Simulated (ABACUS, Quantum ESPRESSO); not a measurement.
This is a calculation of SnSe2 for ABACUS 3.10.1 (ASE script). 

Contents of run_abacus.py:

```python
"""ABACUS run from a structure file: ASE reads it, the script writes STRU, KPT and INPUT."""
import re
import subprocess
from ase.io import read
from ase.units import Bohr

atoms = read("POSCAR")
atoms = atoms[(-atoms.numbers).argsort(kind="stable")]  # ABACUS lists atoms element by element
pseudo = {'Sn': 'sn_pbe_v1.4.uspp.F.UPF', 'Se': 'se_pbe_v1.uspp.F.UPF'}
orbital = {}
magmoms = None
kmesh = [6, 6, 4]
params = {
    'suffix': 'SnSe2',
    'calculation': 'scf',
    'basis_type': 'pw',
    'pseudo_dir': './',
    'symmetry': 1,
    'dft_functional': 'pbe',
    'ecutwfc': 40,
    'pseudo_rcut': 10,
    'nspin': 1,
    'nbands': 23,
    'ks_solver': 'dav',
    'smearing_method': 'fd',
    'smearing_sigma': 0.00367493,
    'scf_thr': 1e-08,
    'scf_nmax': 100,
    'mixing_type': 'broyden',
    'mixing_beta': 0.7,
    'cal_force': 1,
    'cal_stress': 1,
    'ecutrho': 320,
    'out_chg': 1,
    'kpar': 4,
}

symbols = atoms.get_chemical_symbols()
elements = list(dict.fromkeys(symbols))
lines = ["ATOMIC_SPECIES"] + [f"{e} {atoms.get_masses()[symbols.index(e)]:.4f} {pseudo[e]}" for e in elements]
if orbital:
    lines += ["", "NUMERICAL_ORBITAL"] + [orbital[e] for e in elements]
lines += ["", "LATTICE_CONSTANT", f"{1 / Bohr:.10f}", "", "LATTICE_VECTORS"]
lines += [" ".join(f"{x:.10f}" for x in v) for v in atoms.cell]
lines += ["", "ATOMIC_POSITIONS", "Direct"]
for e in elements:
    lines += ["", e, "0.0", str(symbols.count(e))]
    for i, p in enumerate(atoms.get_scaled_positions(wrap=False)):
        if symbols[i] == e:
            mag = "" if magmoms is None else " mag " + " ".join(str(x) for x in (magmoms[i] if isinstance(magmoms[i], list) else [magmoms[i]]))
            lines.append(" ".join(f"{x:.10f}" for x in p) + " 1 1 1" + mag)
open("STRU", "w").write("\n".join(lines) + "\n")
open("KPT", "w").write("K_POINTS\n0\nGamma\n%d %d %d 0 0 0\n" % tuple(kmesh))
open("INPUT", "w").write("INPUT_PARAMETERS\n" + "".join(f"{k:<20s}{v}\n" for k, v in params.items()))

done = subprocess.run(['mpirun', '-np', '4', 'abacus'])
if done.returncode:
    raise SystemExit(done.returncode)
log = open("OUT.SnSe2/running_scf.log").read()
print("final energy (eV):", re.findall(r"FINAL_ETOT_IS (\S+)", log))
```

Contents of POSCAR:

```
SnSe2
1.0
    3.8110000000      0.0000000000      0.0000000000
   -1.9055000000      3.3004228138      0.0000000000
    0.0000000000      0.0000000000      6.1360000000
Sn Se
1 2
Direct
    0.0000000000      0.0000000000      0.0000000000
    0.6666666667      0.3333333333      0.7510000000
    0.3333333333      0.6666666667      0.2490000000
```

Potentials or basis: GBRV ultrasoft 1.5 PBE, plane waves.

Launch:

```sh
$ OMP_NUM_THREADS=1 python run_abacus.py > log
```

Q: What does the same run look like in Quantum ESPRESSO 7.5? Potentials or basis there: SG15 PBE 1.2, cutoff 952 eV.

A: As run (cutoffs and basis follow the program's own potentials, and thresholds, step limits or extra output files can differ):

The input pw.in:

```
&CONTROL
  calculation = 'scf'
  prefix = 'pwscf'
  outdir = './tmp'
  pseudo_dir = './pseudo'
  tprnfor = .true.
  tstress = .true.
  disk_io = 'nowf'
/
&SYSTEM
  ibrav = 0
  nat = 3
  ntyp = 2
  ecutwfc = 70
  nbnd = 20
  occupations = 'smearing'
  smearing = 'fd'
  degauss = 0.00367493
/
&ELECTRONS
  conv_thr = 6d-10
  electron_maxstep = 120
  mixing_beta = 0.5
/
ATOMIC_SPECIES
Sn   118.7100 Sn_ONCV_PBE-1.2.upf
Se    78.9710 Se_ONCV_PBE-1.2.upf
CELL_PARAMETERS angstrom
   3.8110000000    0.0000000000    0.0000000000
  -1.9055000000    3.3004228138    0.0000000000
   0.0000000000    0.0000000000    6.1360000000
ATOMIC_POSITIONS crystal
Sn     0.0000000000    0.0000000000    0.0000000000
Se     0.6666666667    0.3333333333    0.7510000000
Se     0.3333333333    0.6666666667    0.2490000000
K_POINTS automatic
6 6 4 0 0 0
```

Potentials or basis: SG15 PBE 1.2.

Run with:

```sh
$ OMP_NUM_THREADS=1 mpirun -n 2 pw.x -nk 2 -in pw.in > pw.out
```

Both were run:

|  | ABACUS | Quantum ESPRESSO |
| --- | --- | --- |
| Pressure | 5.6 GPa | 5.6 GPa |
| Largest force | 0.792 eV/Å | 0.788 eV/Å |

Pressure is positive in compression.
